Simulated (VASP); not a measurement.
# Ge (I4_1/amd) in VASP: single point with HSE06

Aim: the single point of Ge with HSE06.

All numbers are computed with VASP 6.6.1; they aren't measurements. Logs are shortened: lines on timing, memory, paths and dates and some standing lists are left out, and cuts for length are marked.

**1. Starting point**

It takes space group I4_1/amd (No. 141, tetragonal). Conventional cell: a = 3.935 Å, b = 3.935 Å, c = 5.997 Å, α = 90.00°, β = 90.00°, γ = 90.00°. Around Ge (site symmetry -4m2) lie 4 Ge at 2.47 Å.

**2. Single point, HSE06**

Contents of POSCAR:

```
Ge
1.0
    0.0000000000      2.7826609800      2.9987400000
    2.7826609800      0.0000000000      2.9987400000
    2.7826609800      2.7826609800      0.0000000000
Ge
2
Direct
    0.0000000000      0.0000000000      0.0000000000
    0.2500000000      0.2500000000      0.2500000000
```

Contents of INCAR.step1:

```
SYSTEM = Ge
PREC     = Accurate       ! precision mode
ENCUT    = 520            ! plane-wave cutoff, eV
EDIFF    = 1E-5           ! SCF threshold, eV
ISMEAR   = 0              ! smearing method
SIGMA    = 0.02           ! smearing width, eV
LREAL    = .FALSE.        ! projectors in reciprocal space
LASPH    = .TRUE.         ! aspherical terms in the spheres
NELM     = 60             ! most SCF steps
ALGO     = Normal         ! electronic algorithm
ISIF     = 2              ! what is computed and relaxed
LWAVE    = .TRUE.         ! write WAVECAR
LCHARG   = .FALSE.        ! write CHGCAR
GGA      = PE             ! functional
```

Contents of INCAR.step2:

```
SYSTEM = Ge
PREC     = Accurate       ! precision mode
ENCUT    = 520            ! plane-wave cutoff, eV
EDIFF    = 1E-6           ! SCF threshold, eV
ISMEAR   = 0              ! smearing method
SIGMA    = 0.02           ! smearing width, eV
LREAL    = .FALSE.        ! projectors in reciprocal space
LASPH    = .TRUE.         ! aspherical terms in the spheres
NELM     = 60             ! most SCF steps
ALGO     = Normal         ! electronic algorithm
ISIF     = 2              ! what is computed and relaxed
LWAVE    = .FALSE.        ! write WAVECAR
LCHARG   = .FALSE.        ! write CHGCAR
GGA      = PE             ! functional
LHFCALC  = .TRUE.         ! exact exchange
HFSCREEN = 0.2            ! screening, 1/A
PRECFOCK = Fast         
ISTART   = 1
```

Contents of KPOINTS:

```
Automatic mesh
0
G
  6 6 6
  0 0 0
```

Potentials or basis: VASP PAW PBE potentials, release 64 (Ge_d).

The run is started by

```console
$ cat potpaw_PBE.64/Ge_d/POTCAR > POTCAR
$ cp INCAR.step1 INCAR
$ mpirun -np 1 vasp_std > vasp.out
$ cp INCAR.step2 INCAR
$ mpirun -np 1 vasp_std > vasp.out
```

OUTCAR:

```text
SYSTEM = Ge
   PREC = Accurate
   ENCUT = 520
   EDIFF = 1E-6
   ISMEAR = 0
   LREAL = .FALSE.
   LASPH = .TRUE.
   NELM = 60
   ISIF = 2
   GGA = PE
   LHFCALC = .TRUE.
   HFSCREEN = 0.2
   PRECFOCK = Fast
   ISTART = 1

 ion  position               nearest neighbor table
   1  0.000  0.000  0.000-   2 2.47   2 2.47   2 2.47   2 2.47
   2  0.250  0.250  0.250-   1 2.47   1 2.47   1 2.47   1 2.47

  LATTYP: Found a body centered tetragonal cell.
 ALAT       =     3.9352768974
 C/A-ratio  =     1.5240299873

  Lattice vectors:

 A1 = (  -2.7826609800,   0.0000000000,   2.9987400000)
 A2 = (   2.7826609800,   0.0000000000,   2.9987400000)
 A3 = (   0.0000000000,   2.7826609800,  -2.9987400000)

Analysis of symmetry for initial positions (statically):
=====================================================================
 Subroutine PRICEL returns:
 Original cell was already a primitive cell.

 Routine SETGRP: Setting up the symmetry group for a
 body centered tetragonal supercell.

 Subroutine GETGRP returns: Found 16 space group operations
 (whereof  8 operations were pure point group operations)
 out of a pool of 16 trial point group operations.

The static configuration has the point symmetry D_2d.
 The point group associated with its full space group is D_4h.

Analysis of symmetry for dynamics (positions and initial velocities):
=====================================================================
 Subroutine PRICEL returns:
 Original cell was already a primitive cell.

 Routine SETGRP: Setting up the symmetry group for a
 body centered tetragonal supercell.

 Subroutine GETGRP returns: Found 16 space group operations
 (whereof  8 operations were pure point group operations)
 out of a pool of 16 trial point group operations.

The dynamic configuration has the point symmetry D_2d.
 The point group associated with its full space group is D_4h.

 Subroutine INISYM returns: Found 16 space group operations
 (whereof  8 operations are pure point group operations),
 and found     1 'primitive' translations

----------------------------------------------------------------------------------------

                                     Primitive cell

  volume of cell :      46.4397

  direct lattice vectors                    reciprocal lattice vectors
     0.000000000  2.782660980  2.998740000    -0.179684124  0.179684124  0.166736696
     2.782660980  0.000000000  2.998740000     0.179684124 -0.179684124  0.166736696
     2.782660980  2.782660980  0.000000000     0.179684124  0.179684124 -0.166736696

  length of vectors
     4.090922111  4.090922111  3.935276897     0.303930740  0.303930740  0.303930740

  position of ions in fractional coordinates (direct lattice)
     0.000000000  0.000000000  0.000000000
     0.250000000  0.250000000  0.250000000

  ion indices of the primitive-cell ions
   primitive index   ion index
                 1           1
                 2           2

----------------------------------------------------------------------------------------

 KPOINTS: Automatic mesh

Automatic generation of k-mesh.
 Grid dimensions read from file:
 generate k-points for:    6    6    6

 Generating k-lattice:

  Cartesian coordinates                     Fractional coordinates (reciprocal lattice)
    -0.029947354  0.029947354  0.027789449     0.166666667  0.000000000  0.000000000
     0.029947354 -0.029947354  0.027789449     0.000000000  0.166666667  0.000000000
     0.029947354  0.029947354 -0.027789449     0.000000000  0.000000000  0.166666667

  Length of vectors
     0.050655123  0.050655123  0.050655123

  Shift w.r.t. Gamma in fractional coordinates (k-lattice)
     0.000000000  0.000000000  0.000000000

 Subroutine IBZKPT returns following result:
 ===========================================

 Found     30 irreducible k-points:

 Following reciprocal coordinates:
            Coordinates               Weight
  0.000000  0.000000  0.000000      1.000000
  0.166667  0.000000  0.000000      8.000000
  0.333333  0.000000  0.000000      8.000000
  0.500000  0.000000  0.000000      4.000000
  0.166667  0.166667  0.000000      2.000000
  0.333333  0.166667  0.000000      8.000000
[... 16 lines left out ...]
  0.333333  0.000000  0.333333      4.000000
  0.500000 -0.000000  0.333333     16.000000
 [... further k-points ...]
   k-points           NKPTS =     30   k-points in BZ     NKDIM =    216   number of bands    NBANDS=     18
   number of dos      NEDOS =    301   number of ions     NIONS =      2
   total plane-waves  NPLWV =  27000
   dimension x,y,z NGX =    30 NGY =   30 NGZ =   30
   dimension x,y,z NGXF=    60 NGYF=   60 NGZF=   60
   ions per type =               2
   NGX,Y,Z   is equivalent  to a cutoff of  12.19, 12.19, 12.67 a.u.
   NGXF,Y,Z  is equivalent  to a cutoff of  24.38, 24.38, 25.35 a.u.
 SYSTEM =  Ge
   PREC   = accura    normal or accurate (medium, high low for compatibility)
   ISTART =      1    job   : 0-new  1-cont  2-samecut
   ICHARG =      0    charge: 1-file 2-atom 10-const
   ISPIN  =      1    spin polarized calculation?
   LNONCOLLINEAR =      F non collinear calculations
   LSORBIT =      F    spin-orbit coupling
   LASPH  =      T    aspherical Exc in radial PAW
   ENCUT  =  520.0 eV  38.22 Ry    6.18 a.u.   7.61  7.61  7.32*2*pi/ulx,y,z
   NELM   =     60;   NELMIN=  2; NELMDL=  0     # of ELM steps
   EDIFF  = 0.1E-05   stopping-criterion for ELM
   LREAL  =      F    real-space projection
   EDIFFG = 0.1E-04   stopping-criterion for IOM
   NSW    =      0    number of steps for IOM
   IBRION =     -1    ionic relax: 0-MD 1-quasi-New 2-CG
   NFREE  =      0    steps in history (QN), initial steepest desc. (CG)
   ISIF   =      2    stress and relaxation
   ISYM   =      3    0-nonsym 1-usesym 2-fastsym
   POTIM  = 0.5000    time-step for ionic-motion
   TEBEG  =    0.0;   TEEND  =   0.0 temperature during run
   PSTRESS=    0.0 pullay stress
   NELECT =      28.0000    total number of electrons
   NUPDOWN=      -1.0000    fix difference up-down
   EMIN   =  10.00;   EMAX   =-10.00  energy-range for DOS
   EFERMI =   0.00;   METHOD = LEGACY
   ISMEAR =     0;   SIGMA  =   0.02  broadening in eV -4-tet -1-fermi 0-gaus
   EFERMI_NEDOS =   21; number of points for ismear=-14 and -15
   IALGO  =     38    algorithm
   IMIX   =      1    mixing-type and parameters
     AMIX     =   0.40;   BMIX     =  1.00
     AMIX_MAG =   1.60;   BMIX_MAG =  1.00
  volume/ion in A,a.u.               =      23.22       156.70
  Fermi-wavevector in a.u.,A,eV,Ry     =   1.383028  2.613544 26.024776  1.912767
  Thomas-Fermi vector in A             =   2.507664
   LORBIT       =      0    0 simple, 1 ext, 2 COOP (PROOUT), +10 PAW based schemes
   GGA     = PE    functional components
   LHFCALC =     T    Hartree Fock is set to
   PRECFOCK=fast      Normal, Fast or Accurate (Low or Medium for compatibility)
   ENCUT4O =  -1.0   cutoff for four orbital integrals eV
   NKREDX  =     1    reduce k-point grid by
   NKREDY  =     1    reduce k-point grid by
   NKREDZ  =     1    reduce k-point grid by
   AEXX    =    0.2500 exact exchange contribution
   HFSCREEN=    0.2000 screening length (either q_TF or 0.3 A-1)
   HFSCREENC=   0.2000 screening length for correlation (either q_TF or 0.3 A-1)
   ENCUTFOCK=  -1.0 apply spherical cutoff to Coloumb kernel
   IVDW    =     0    specifies the selected vdW correction
   LEPSILON=     F    determine dielectric tensor
   LRPA    =     F    only Hartree local field effects (RPA)
 non-spin polarized calculation
 Gauss-broadening in eV      SIGMA  =   0.02
  energy-cutoff  :      520.00
  volume of cell :       46.44
 maximum number of plane-waves:      1275
  NGX = 18; NGY = 18; NGZ = 18

 number of electron      28.0000021 magnetization

 Free energy of the ion-electron system (eV)
  ---------------------------------------------------
  ext. energy  EPLUGINS =         0.00000000
  ---------------------------------------------------
  free energy    TOTEN  =       -10.63438282 eV

  energy without entropy =      -10.63438282  energy(sigma->0) =      -10.63438282

 E-fermi :   4.7777     XC(G=0):  -8.1289

 val. band max:        4.6595572869   @ k =   0.0000   0.0000   0.0000
 cond. band min:       5.0041172287   @ k =   0.0000   0.0000   0.0000
 fundamental gap:      0.3445599419
 Fermi energy:         4.7777071089

 k-point     1 :       0.0000    0.0000    0.0000
  band No.  band energies     occupation
      1     -23.5103      2.00000
      2     -23.5103      2.00000
      3     -23.4956      2.00000
      4     -23.4715      2.00000
      5     -23.4685      2.00000
      6     -23.2979      2.00000
[... 10 lines left out ...]
     17       7.5626      0.00000
     18       7.9225      0.00000

 k-point     2 :       0.1667    0.0000    0.0000
  band No.  band energies     occupation
      1     -23.5219      2.00000
      2     -23.5119      2.00000
      3     -23.5020      2.00000
      4     -23.4538      2.00000
      5     -23.4529      2.00000
      6     -23.3041      2.00000
[... 10 lines left out ...]
     17       8.3604      0.00000
     18       9.3643      0.00000

 k-point     3 :       0.3333    0.0000    0.0000
  band No.  band energies     occupation
      1     -23.5340      2.00000
      2     -23.5182      2.00000
      3     -23.4964      2.00000
      4     -23.4375      2.00000
      5     -23.4327      2.00000
      6     -23.3119      2.00000
[... 10 lines left out ...]
     17       9.0972      0.00000
     18      12.3345      0.00000

 k-point     4 :       0.5000    0.0000    0.0000
  band No.  band energies     occupation
      1     -23.5376      2.00000
      2     -23.5194      2.00000
      3     -23.4929      2.00000
      4     -23.4331      2.00000
      5     -23.4265      2.00000
      6     -23.3152      2.00000
[... 375 lines left out ...]
      4     -23.4458      2.00000
      5     -23.3718      2.00000
      6     -23.3718      2.00000
[... 10 lines left out ...]
     17      11.8367      0.00000
     18      11.8367      0.00000

 k-point    23 :       0.3333    0.0000    0.3333
  band No.  band energies     occupation
      1     -23.5295      2.00000
      2     -23.5209      2.00000
      3     -23.4970      2.00000
      4     -23.4155      2.00000
      5     -23.3872      2.00000
      6     -23.3810      2.00000
[... 10 lines left out ...]
     17      11.8491      0.00000
     18      13.4292      0.00000

 k-point    24 :       0.5000   -0.0000    0.3333
  band No.  band energies     occupation
      1     -23.5435      2.00000
      2     -23.5300      2.00000
      3     -23.4649      2.00000
      4     -23.4052      2.00000
      5     -23.3895      2.00000
      6     -23.3642      2.00000
[... 10 lines left out ...]
     17      11.8166      0.00000
     18      13.3965      0.00000

 [... further k-points ...]
[... 5 lines left out ...]
  --------------------------------------------------------------------------------------
  -------------------------------------------------------------------------------------
  Total        0.4192997      0.4192997     -1.6400660      0.0000000      0.0000000      0.0000000
  in kB       14.4659104     14.4659104    -56.5825477      0.0000000      0.0000000      0.0000000
  external PRESSURE =      -9.2169090 kB  Pullay stress =       0.0000000 kB

 VOLUME and BASIS-vectors are now :
 -----------------------------------------------------------------------------
  energy-cutoff  :      520.00
  volume of cell :       46.44
      direct lattice vectors                 reciprocal lattice vectors
     0.000000000  2.782660980  2.998740000    -0.179684124  0.179684124  0.166736696
     2.782660980  0.000000000  2.998740000     0.179684124 -0.179684124  0.166736696
     2.782660980  2.782660980  0.000000000     0.179684124  0.179684124 -0.166736696

 POSITION                                       TOTAL-FORCE (eV/Angst)
 -----------------------------------------------------------------------------------
      0.00000      0.00000      0.00000         0.000000      0.000000     -0.000000
      1.39133      1.39133      1.49937        -0.000000     -0.000000      0.000000
 -----------------------------------------------------------------------------------
    total drift:                                0.000000     -0.000000      0.000000

  FREE ENERGIE OF THE ION-ELECTRON SYSTEM (eV)
  ---------------------------------------------------
  free  energy   TOTEN  =       -10.6343828199 eV

  energy  without entropy=      -10.6343828199  energy(sigma->0) =      -10.63438282
```

Wall time 42 min (1 thread of Intel Xeon 6975P-C (Granite Rapids), shared host); peak memory 0.29 GiB.

What came out:

| Item | Value |
| --- | --- |
| Free energy | -10.6344 eV |
| Pressure | -0.9 GPa |
| Band gap on the k mesh | 0.34 eV, direct |

Levels at points of the mesh, in eV from the valence-band top:
| k point | band 11 | band 12 | band 13 | band 14 | band 15 | band 16 | band 17 | band 18 |
| --- | --- | --- | --- | --- | --- | --- | --- | --- |
| (0.00, 0.00, 0.00) | -14.07 | -0.66 | 0.00 | 0.00 | 0.34 | 2.90 | 2.90 | 3.26 |
| (0.50, 0.00, 0.00) | -11.80 | -8.40 | -2.07 | -1.32 | 0.40 | 4.12 | 4.49 | 7.75 |
| (0.50, 0.50, 0.00) | -10.09 | -10.09 | -3.10 | -3.10 | 1.51 | 1.51 | 10.30 | 10.30 |
| (0.50, 0.00, 0.50) | -9.70 | -9.70 | -3.65 | -3.65 | 0.89 | 0.89 | 10.03 | 10.03 |

Caveat: the PAW data sets were made with another functional, which shifts forces and pressure a little. A k mesh can miss the band edges.
